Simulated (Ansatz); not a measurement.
# Hf (Fm-3m) in Ansatz: notebook

Runs on Hf. Level: LDA. Tasks: relaxation of cell and atoms.

Program: Ansatz 0.2.0. These are calculated values, not measurements. Logs are shortened: lines on timing, memory, paths and dates and some standing lists are left out, and cuts for length are marked.

### Step 1. The structure

The structure is cubic, space group Fm-3m (No. 225). Conventional cell: a = 4.440 Å, b = 4.440 Å, c = 4.440 Å, α = 90.00°, β = 90.00°, γ = 90.00°. Hf (site symmetry m-3m) has 12 Hf at 3.14 Å as nearest neighbours.

This isn't the form of Hf at room conditions, which is hcp.

### Step 2. Relaxation of cell and atoms, LDA, target pressure 10 GPa, at which the enthalpy is minimised

Contents of input.yaml:

```yaml
crystal:
  lattice:
    - [0.0, 2.22, 2.22]
    - [2.22, 0.0, 2.22]
    - [2.22, 2.22, 0.0]
  atoms:
    - { symbol: Hf, position: [0.0, 0.0, 0.0] }
hamiltonian:
  xc: lda
  pseudopotentials: { kind: paw }
kpoints:
  mp_grid: { grid: [10, 10, 10] }
scf:
  occupations: { method: fermi_dirac, width: 0.05 }
output:
  forces: true
  stress: true
  eigenvalues: true
relax:
  f_tol: 0.01
  max_steps: 40
  cell: { stress_tol: 0.05, p_target: 10.0 }
```

Potentials or basis: Ansatz PAW.

On the command line:

```sh
ansatz run input.yaml --threads 2 --pin off --max-ram 5632MiB --backend cpu --events-out ev --progress --plain --runs-dir out
```

The program printed:

```text
Warning: RAYON_NUM_THREADS=2 ignored (pool sized by the plan → 2); use --threads N
Engine: ansatz 0.2.0, aarch64-unknown-linux-gnu
Pseudopotentials: kind: paw
Pseudopotential: Hf, paw, valence charge 26, recommended cutoff 420 eV (normal), Hf.paw.azcp
Functional definition: SPW92
  exchange = slater_x
  correlation = pw_c
Crystal: 1 atoms, lattice volume = 21.882 Å³
Basis set: ecut = 420 eV, 411 PW (Γ)
Bands: 17, of which v1, the nominal top of the filled ones, is band 13 counted from 1 (12 counted from 0)
Symmetry: 48 space group operations
Space group: Fm-3m (ITA 225), of the structure as read, at distance tolerance 2.8e-5 Å
k-points: 47 of 1000
Non-local potential: Hf, projectors of the file, l = 0: 3, l = 1: 2, l = 2: 2, l = 3: 3
PAW form: soft (Blöchl's): semilocal exchange-correlation on the pseudo side does not see the compensation charge
PAW frozen core: Hf, regenerated for the run's functional, and the local potential with it (the file was generated under x = pbe(κ = 0.804, μ = 0.2195149727645171), c = pbe(β = 0.06672455060314922))
PAW one-centre angular grid: Hf, 590 points (default); XC on 64 Gauss nodes
Initial density: superposition of atomic densities (neutral atoms: chi_scale 0, normalization atom), corrected by the library's trained network
Initial wavefunctions: pseudopotential atomic-orbital guess
Functional: x = slater, c = lda
SCF iter   1: F=—  HF=-15476.781017 eV  |F-HF|=—  |Δ(HF+E_count)|=         —  Δρ=4.21e-3  dr2=1.85e-3  ethr=1.77e-3  ⟨swp⟩=5.1  Hψ=3403  notcnv=0
preconditioner: auto → none  [metal: Δε(μ)=0.087 eV  Ē_g=18.562 eV  σ=0.050 eV  W_gap=0.36  n_scr=8 (ndim 8)  ℏωp=38.9 eV  f_vac=0.000  D(μ)=1.22/eV (n_scr^D=14)  sad-step TF]
SCF iter   2: F=—  HF=-15476.780737 eV  |F-HF|=—  |Δ(HF+E_count)|=   2.80e-4  Δρ=2.61e-3  dr2=7.87e-4  ethr=7.13e-6  ⟨swp⟩=2.0  Hψ=1555  notcnv=0
SCF iter   3: F=—  HF=-15476.780698 eV  |F-HF|=—  |Δ(HF+E_count)|=   3.91e-5  Δρ=9.33e-4  dr2=8.66e-5  ethr=3.03e-6  ⟨swp⟩=2.0  Hψ=1157  notcnv=0
SCF iter   4: F=—  HF=-15476.780702 eV  |F-HF|=—  |Δ(HF+E_count)|=   4.31e-6  Δρ=4.89e-5  dr2=1.43e-7  ethr=3.33e-7  ⟨swp⟩=2.8  Hψ=1376  notcnv=0
iter 5 did not close the SCF: its close was put off for the readings that it lacked (scf_convergence_deferred on its scf_iter line)
SCF iter   5: F=-15476.780702 eV  HF=-15476.780702 eV  |F-HF|=2.01e-8  |Δ(HF+E_count)|=   4.58e-7  Δρ=1.17e-5  dr2=9.83e-9  ethr=5.52e-10  ⟨swp⟩=3.1  Hψ=1674  notcnv=0
SCF iter   6: F=-15476.780702 eV  HF=-15476.780702 eV  |F-HF|=5.13e-10  |Δ(HF+E_count)|=   6.76e-9  Δρ=2.02e-6  dr2=5.75e-10  ethr=3.78e-11  ⟨swp⟩=2.9  Hψ=3103  notcnv=0
SCF 1 converged in 6 iterations: F = -15476.780702 eV  dr2 = 5.75e-10
relax step   1: F+E_penalty+E_count = -15476.78070188 eV  Δ(F+E_penalty+E_count) = +0.000e0 eV  max|allowed force component| = 0.000e0 eV/Å  Δτ_max = 0.0000 Å  P = -5.737 GPa  Ω = 21.882 Å³  (6 SCF iters, dr2 threshold 1.00e-7 eV, accepted)
Crystal: 1 atoms, lattice volume = 18.835 Å³
Basis set: ecut = 420 eV, 339 PW (Γ)
Initial density: handed on by an earlier stage of this run
Initial wavefunctions: those handed on with the density
iter 1 solved again at ethr=5.67e-6 eV; its pass at ethr=3.10e-3 eV (dr2=1.47e-3 eV) is discarded
SCF iter   1: F=—  HF=-15476.726774 eV  |F-HF|=—  |Δ(HF+E_count)|=         —  Δρ=4.44e-3  dr2=1.65e-3  ethr=5.67e-6  ⟨swp⟩=2.0  Hψ=4912  notcnv=0
preconditioner: auto → none  [metal: Δε(μ)=0.057 eV  Ē_g=18.818 eV  σ=0.050 eV  W_gap=0.27  n_scr=8 (ndim 8)  ℏωp=41.9 eV  f_vac=0.000  D(μ)=1.64/eV (n_scr^D=14)]
SCF iter   2: F=—  HF=-15476.725727 eV  |F-HF|=—  |Δ(HF+E_count)|=   1.05e-3  Δρ=1.22e-3  dr2=1.35e-4  ethr=5.67e-6  ⟨swp⟩=2.0  Hψ=1514  notcnv=0
SCF iter   3: F=—  HF=-15476.725658 eV  |F-HF|=—  |Δ(HF+E_count)|=   6.89e-5  Δρ=6.69e-4  dr2=1.84e-5  ethr=5.20e-7  ⟨swp⟩=2.3  Hψ=1450  notcnv=0
SCF iter   4: F=—  HF=-15476.725710 eV  |F-HF|=—  |Δ(HF+E_count)|=   5.11e-5  Δρ=1.72e-4  dr2=1.58e-6  ethr=7.07e-8  ⟨swp⟩=2.0  Hψ=1407  notcnv=0
SCF iter   5: F=—  HF=-15476.725711 eV  |F-HF|=—  |Δ(HF+E_count)|=   1.66e-6  Δρ=3.11e-5  dr2=3.31e-8  ethr=3.85e-10  ⟨swp⟩=3.6  Hψ=3859  notcnv=0
SCF iter   6: F=-15476.725711 eV  HF=-15476.725711 eV  |F-HF|=6.29e-10  |Δ(HF+E_count)|=   1.40e-7  Δρ=2.73e-6  dr2=2.70e-10  ethr=1.27e-10  ⟨swp⟩=5.0  Hψ=3414  notcnv=0
SCF 2 converged in 6 iterations: F = -15476.725711 eV  dr2 = 2.70e-10
relax step   2: F+E_penalty+E_count = -15476.72571134 eV  Δ(F+E_penalty+E_count) = +5.499e-2 eV  max|allowed force component| = 0.000e0 eV/Å  Δτ_max = 0.0000 Å  P = +13.558 GPa  Ω = 18.835 Å³  energy of the carried Pulay correction = +6.542e-4 eV  (6 SCF iters, dr2 threshold 1.00e-7 eV, accepted)
Crystal: 1 atoms, lattice volume = 19.331 Å³
iter 1 solved again at ethr=2.62e-7 eV; its pass at ethr=3.10e-3 eV (dr2=6.81e-5 eV) is discarded
SCF iter   1: F=—  HF=-15476.761351 eV  |F-HF|=—  |Δ(HF+E_count)|=         —  Δρ=9.27e-4  dr2=8.00e-5  ethr=2.62e-7  ⟨swp⟩=2.2  Hψ=4806  notcnv=0
preconditioner: auto → none  [metal: Δε(μ)=0.038 eV  Ē_g=18.865 eV  σ=0.050 eV  W_gap=0.18  n_scr=8 (ndim 8)  ℏωp=41.4 eV  f_vac=0.000  D(μ)=1.55/eV (n_scr^D=14)]
SCF iter   2: F=—  HF=-15476.761304 eV  |F-HF|=—  |Δ(HF+E_count)|=   4.76e-5  Δρ=2.46e-4  dr2=5.46e-6  ethr=2.62e-7  ⟨swp⟩=2.0  Hψ=1407  notcnv=0
SCF iter   3: F=—  HF=-15476.761300 eV  |F-HF|=—  |Δ(HF+E_count)|=   3.79e-6  Δρ=1.41e-4  dr2=9.63e-7  ethr=2.10e-8  ⟨swp⟩=2.3  Hψ=1386  notcnv=0
SCF iter   4: F=—  HF=-15476.761302 eV  |F-HF|=—  |Δ(HF+E_count)|=   1.76e-6  Δρ=3.97e-5  dr2=6.14e-8  ethr=3.85e-10  ⟨swp⟩=3.4  Hψ=3674  notcnv=0
SCF iter   5: F=-15476.761302 eV  HF=-15476.761302 eV  |F-HF|=2.96e-9  |Δ(HF+E_count)|=   1.49e-7  Δρ=7.36e-6  dr2=2.11e-9  ethr=2.36e-10  ⟨swp⟩=4.6  Hψ=3134  notcnv=0
SCF 3 converged in 5 iterations: F = -15476.761302 eV  dr2 = 2.11e-9
relax step   3: F+E_penalty+E_count = -15476.76130172 eV  Δ(F+E_penalty+E_count) = -3.559e-2 eV  max|allowed force component| = 0.000e0 eV/Å  Δτ_max = 0.0000 Å  P = +9.565 GPa  Ω = 19.331 Å³  energy of the carried Pulay correction = +5.411e-4 eV  (5 SCF iters, dr2 threshold 1.00e-7 eV, accepted)
Crystal: 1 atoms, lattice volume = 19.276 Å³
iter 1 solved again at ethr=3.54e-10 eV; its pass at ethr=3.10e-3 eV (dr2=9.19e-8 eV) is discarded
SCF iter   1: F=—  HF=-15476.757940 eV  |F-HF|=—  |Δ(HF+E_count)|=         —  Δρ=9.72e-5  dr2=8.84e-7  ethr=3.54e-10  ⟨swp⟩=3.1  Hψ=4926  notcnv=0
eigensolver tolerance schedule calibrated: the retry pair's looser diagonalisation under-reported the residual by θ = 0.90 (0.13/decade); ethr = c·dr2/N_el runs at the constant in force after the calibration composes with the one it found (an armed cap, an earlier calibration), c = 6.0e-2
preconditioner: auto → none  [metal: Δε(μ)=0.043 eV  Ē_g=18.850 eV  σ=0.050 eV  W_gap=0.21  n_scr=8 (ndim 8)  ℏωp=41.4 eV  f_vac=0.000  D(μ)=1.56/eV (n_scr^D=14)]
SCF iter   2: F=—  HF=-15476.757939 eV  |F-HF|=—  |Δ(HF+E_count)|=   5.34e-7  Δρ=2.25e-5  dr2=4.47e-8  ethr=2.31e-10  ⟨swp⟩=2.9  Hψ=3522  notcnv=0
SCF iter   3: F=-15476.757939 eV  HF=-15476.757939 eV  |F-HF|=1.24e-9  |Δ(HF+E_count)|=   5.22e-8  Δρ=1.39e-5  dr2=9.60e-9  ethr=1.03e-10  ⟨swp⟩=4.3  Hψ=2597  notcnv=0
SCF 4 converged in 3 iterations: F = -15476.757939 eV  dr2 = 9.60e-9
relax step   4: F+E_penalty+E_count = -15476.75793915 eV  Δ(F+E_penalty+E_count) = +3.363e-3 eV  max|allowed force component| = 0.000e0 eV/Å  Δτ_max = 0.0000 Å  P = +9.991 GPa  Ω = 19.276 Å³  energy of the carried Pulay correction = +5.536e-4 eV  (3 SCF iters, dr2 threshold 1.00e-7 eV, accepted)
Initial wavefunctions: pseudopotential atomic-orbital guess (no wavefunctions were taken with the density)
iter 1 solved again at ethr=5.65e-9 eV; its pass at ethr=3.10e-3 eV (dr2=1.47e-6 eV) is discarded
SCF iter   1: F=—  HF=-15476.757460 eV  |F-HF|=—  |Δ(HF+E_count)|=         —  Δρ=1.32e-4  dr2=3.92e-7  ethr=5.65e-9  ⟨swp⟩=3.9  Hψ=6180  notcnv=0
preconditioner: auto → none  [metal: Δε(μ)=0.043 eV  Ē_g=18.852 eV  σ=0.050 eV  W_gap=0.21  n_scr=8 (ndim 8)  ℏωp=41.4 eV  f_vac=0.000  D(μ)=1.56/eV (n_scr^D=14)]
SCF iter   2: F=—  HF=-15476.757458 eV  |F-HF|=—  |Δ(HF+E_count)|=   1.67e-6  Δρ=8.58e-5  dr2=5.60e-7  ethr=1.51e-9  ⟨swp⟩=3.0  Hψ=1669  notcnv=0
SCF iter   3: F=—  HF=-15476.757458 eV  |F-HF|=—  |Δ(HF+E_count)|=   2.29e-7  Δρ=4.19e-5  dr2=4.86e-8  ethr=1.51e-9  ⟨swp⟩=2.0  Hψ=1407  notcnv=0
SCF iter   4: F=—  HF=-15476.757458 eV  |F-HF|=—  |Δ(HF+E_count)|=   2.18e-8  Δρ=1.25e-5  dr2=3.99e-9  ethr=1.87e-10  ⟨swp⟩=2.1  Hψ=1172  notcnv=0
SCF iter   5: F=—  HF=-15476.757458 eV  |F-HF|=—  |Δ(HF+E_count)|=   4.18e-9  Δρ=1.10e-6  dr2=2.87e-11  ethr=1.53e-11  ⟨swp⟩=2.2  Hψ=1375  notcnv=0
SCF iter   6: F=-15476.757458 eV  HF=-15476.757458 eV  |F-HF|=5.46e-12  |Δ(HF+E_count)|=  4.18e-11  Δρ=8.05e-8  dr2=2.96e-13  ethr=1.00e-12  ⟨swp⟩=5.9  Hψ=3653  notcnv=0
SCF 5 converged in 6 iterations: F = -15476.757458 eV  dr2 = 2.96e-13
relax step   5: F+E_penalty+E_count = -15476.75745784 eV  Δ(F+E_penalty+E_count) = +4.813e-4 eV  max|allowed force component| = 0.000e0 eV/Å  Δτ_max = 0.0000 Å  P = +9.979 GPa  Ω = 19.276 Å³  stress off target by 2.07e-2 GPa  SCF on the basis re-selected at this cell (its energy is not comparable with the rows above)  (6 SCF iters)
basis re-selected at this cell: Δ(F+E_penalty+E_count) = +4.813e-4 eV, ΔP = -0.012 GPa vs the last step (what re-selecting the basis moved, of the pressure what is left beyond the Pulay correction that the steps carried, after the strain that the cell walked since its last selection, with what the two solves' SCF thresholds leave and, on support functions, any second-order correction that the steps lacked; it is no measure of the basis error at this ecutwfc). This SCF's stress stands 2.07e-2 GPa from its target on what of the cell is left free (relax.cell.stress_tol is 5.00e-2 GPa) and its largest allowed force component is 0.00e0 eV/Å (relax.f_tol is 1.00e-2 eV/Å): within both
SCF converged after 6 iterations
Free energy (F): -15476.757458 eV
Harris-Foulkes:  -15476.757458 eV  (|F-HF|=5.46e-12)
Internal energy: -15476.745186 eV  (E = F + TS)
E sigma→0 (E₀):  -15476.751322 eV
Entropy (-TS):   -0.012272 eV (-12.272 meV/atom)
Fermi energy:    22.863758 eV
--- Per-component energies (eV) ---
  E_band       = 123.944263
  E_kinetic    = 431.149688
  E_local      = -4680.248873  (includes V_loc(G=0)·N_el)
  E_nonlocal   = -1232.120197
  E_hartree    = 2232.091689
  E_xc         = -299.834721
  E_vxc        = -269.472278  (∫ρ·V_xc dr)
  E_paw        = -6687.385175  (= ΣΔE_a)
  E_vpaw       = 1410.452516  (= ΣTr[D̂ρ^β])
  E_aug_tail   = -0.000002  (compensation charges beyond the density's cutoff)
  E_ewald      = -5242.854839
  E_core_change = 2.457243  (= ΣΔE_core)
  E_smearing   = -0.012272  (= −TS)
  E_closure    = -0.000000  (closes the sum)
  Σ components = -15476.757458   (vs F -15476.757458, Δ=0.00e0)
--- Forces (eV/Å), atoms counted from 1 ---
  atom   1  Hf    -0.00000000     0.00000000    -0.00000000
  max |Σ_I F_I| component: 5.92e-31 eV/Å
--- Stress (GPa, compression-positive) ---
        9.979345      -0.000000       0.000000
       -0.000000       9.979345       0.000000
        0.000000       0.000000       9.979345
  P = ⅓ Tr σ = 9.9793 GPa (99.793 kbar)
--- Band table (eV; the first three rows and the last of 47) ---
  k-point 0: bands = ["-38.5543", "-6.6407", "-6.6407", "-6.6407", "11.4532", "11.4979", "11.4979", "11.4979", "11.6078", "11.6078", "11.6078", "15.2041", "24.2100", "24.2100", "24.2100", "27.5280", "27.5280"]
  k-point 1: bands = ["-38.5427", "-6.7792", "-6.6575", "-6.6575", "11.4607", "11.4959", "11.5038", "11.5038", "11.5970", "11.5970", "11.6082", "15.6185", "23.8341", "24.4024", "24.4024", "27.3211", "27.3211"]
  k-point 2: bands = ["-38.5123", "-7.1289", "-6.7011", "-6.7011", "11.4725", "11.5002", "11.5182", "11.5182", "11.5715", "11.5715", "11.6093", "16.7054", "23.1398", "24.6748", "24.6748", "27.2188", "27.2188"]
  k-point 46: bands = ["-38.3916", "-7.6263", "-7.3898", "-7.1353", "11.5065", "11.5152", "11.5158", "11.5454", "11.5508", "11.5520", "11.5820", "20.4101", "21.6496", "23.3553", "26.0843", "30.9423", "33.4879"]
--- Relaxed structure (4 steps of the walk, 4 accepted, 1 SCFs on fresh bases) ---
  F+E_penalty+E_count = -15476.75745784 eV   max|allowed force component| = 0.000e0 eV/Å   (the final SCF, on the basis selected at the relaxed cell)
  cell:  # Å, volume = 19.2762 Å³
    - [3.413501186099975e-34, 2.1281240827973273, 2.1281240827973273]
    - [2.1281240827973273, -1.6818708467956147e-34, 2.1281240827973273]
    - [2.1281240827973273, 2.1281240827973273, 2.22922526439182e-34]
  atoms:
    - { symbol: Hf, position: [0.0, 0.0, 0.0] }
```

It took 3.1 s on 2 threads of Arm Neoverse V2, shared host; peak memory 0.29 GiB.

What came out:

```
Free energy                                            : -15476.7575 eV
Relaxed volume                                         : 19.28 Å³/atom
Relaxed cell                                           : a = 3.010 Å, b = 3.010 Å, c = 3.010 Å, α = 60.00°, β = 60.00°, γ = 60.00°
Space group after relaxing (to 0.05 Å)                 : Fm-3m (No. 225)
Energy change on relaxing (the enthalpy is what falls) : +23.2 meV/atom
Ionic steps                                            : 5
Pressure after relaxing                                : 10.0 GPa
Band gap on the k mesh                                 : none (metal or under the smearing width)
```

Step by step:
```tsv
step	energy change (eV)	largest force (eV/Å)	volume (Å³)
1	0.0000	0.0000	21.88
2	0.0550	0.0000	18.84
3	0.0194	0.0000	19.33
4	0.0228	0.0000	19.28
5	0.0232	0.0000	19.28
```

Final structure:
```
Hf
1.0
     0.00000    2.12812    2.12812
     2.12812    0.00000    2.12812
     2.12812    2.12812    0.00000
Hf
1
Direct
  0.00000 0.00000 0.00000
```

Levels at points of the mesh, in eV from the Fermi level:
```csv
k point,band 9,band 10,band 11,band 12,band 13,band 14,band 15,band 16,band 17
"(0.00, 0.00, 0.00)",-11.26,-11.26,-11.26,-7.66,1.35,1.35,1.35,4.66,4.66
"(0.00, 0.00, -0.50)",-11.29,-11.29,-11.25,-4.11,1.06,1.06,1.30,7.27,7.27
"(0.00, -0.50, -0.50)",-11.31,-11.31,-11.28,-3.95,-2.76,3.55,7.28,8.07,8.07
```

Caveat: the plane-wave basis is chosen anew once the cell has moved, so the energies of steps on either side of that aren't comparable; the PAW data sets come from PBE, with cores solved anew for the run's functional, which leaves a small shift of forces and pressure.

### Step 3. Relaxation of cell and atoms, LDA, target pressure 20 GPa, at which the enthalpy is minimised

Edit input.yaml of step 2 so:

```diff
@@ -18,2 +18,6 @@
   eigenvalues: true
+  write_density: true
+  write_potential: true
+  elf: true
+  volumetric_format: npy
 relax:
@@ -21,2 +25,2 @@
   max_steps: 40
-  cell: { stress_tol: 0.05, p_target: 10.0 }
+  cell: { stress_tol: 0.05, p_target: 20.0 }
```

Potentials or basis: Ansatz PAW.

On the command line:

```sh
ansatz run input.yaml --threads 2 --pin off --max-ram 5632MiB --backend cpu --events-out ev --progress --plain --runs-dir out
```

Run time: 4.4 s. Hardware: 2 threads of Arm Neoverse V2, shared host; peak memory 0.3 GiB.

The run converged. Its results:

| Quantity | Value |
| --- | --- |
| Free energy | -15476.6510 eV |
| Relaxed volume | 18.12 Å³/atom |
| Relaxed cell | a = 2.948 Å, b = 2.948 Å, c = 2.948 Å, α = 60.00°, β = 60.00°, γ = 60.00° |
| Space group after relaxing (to 0.05 Å) | Fm-3m (No. 225) |
| Energy change on relaxing (the enthalpy is what falls) | +129.7 meV/atom |
| Ionic steps | 7 |
| Pressure after relaxing | 20.0 GPa |
| Band gap on the k mesh | none (metal or under the smearing width) |

The path:
| step | energy change (eV) | largest force (eV/Å) | volume (Å³) |
| --- | --- | --- | --- |
| 1 | 0.0000 | 0.0000 | 21.88 |
| 2 | 0.0550 | 0.0000 | 18.84 |
| 3 | 0.1449 | 0.0000 | 18.00 |
| 4 | 0.1283 | 0.0000 | 18.13 |
| 5 | 0.1290 | 0.0000 | 18.13 |
| 6 | 0.1297 | 0.0000 | 18.12 |
| 7 | 0.1297 | 0.0000 | 18.12 |

Final structure:
```cif
data_structure
_symmetry_space_group_name_H-M 'P 1'
_symmetry_Int_Tables_number 1
_cell_length_a 2.9484
_cell_length_b 2.9484
_cell_length_c 2.9484
_cell_angle_alpha 60.000
_cell_angle_beta 60.000
_cell_angle_gamma 60.000
_cell_volume 18.12
loop_
_atom_site_label
_atom_site_type_symbol
_atom_site_fract_x
_atom_site_fract_y
_atom_site_fract_z
_atom_site_occupancy
Hf1 Hf 0.00000 0.00000 0.00000 1
```

Levels at points of the mesh, in eV from the Fermi level:
| k point | band 10 | band 11 | band 12 | band 13 | band 14 | band 15 | band 16 | band 17 |
| --- | --- | --- | --- | --- | --- | --- | --- | --- |
| (0.00, 0.00, 0.00) | -11.14 | -11.14 | -7.85 | 1.32 | 1.32 | 1.32 | 4.90 | 4.90 |
| (0.00, 0.00, -0.50) | -11.17 | -11.13 | -4.34 | 1.00 | 1.00 | 1.60 | 7.73 | 7.73 |
| (0.00, -0.50, -0.50) | -11.19 | -11.17 | -4.29 | -3.07 | 4.02 | 7.74 | 8.60 | 8.60 |

Caveat: the volume moved by over 15 % at a fixed basis, so the end points are rough; the plane-wave basis is chosen anew once the cell has moved, so the energies of steps on either side of that aren't comparable; the PAW data sets come from PBE, with cores solved anew for the run's functional, which leaves a small shift of forces and pressure.

(Continued in part 2 of 2.)
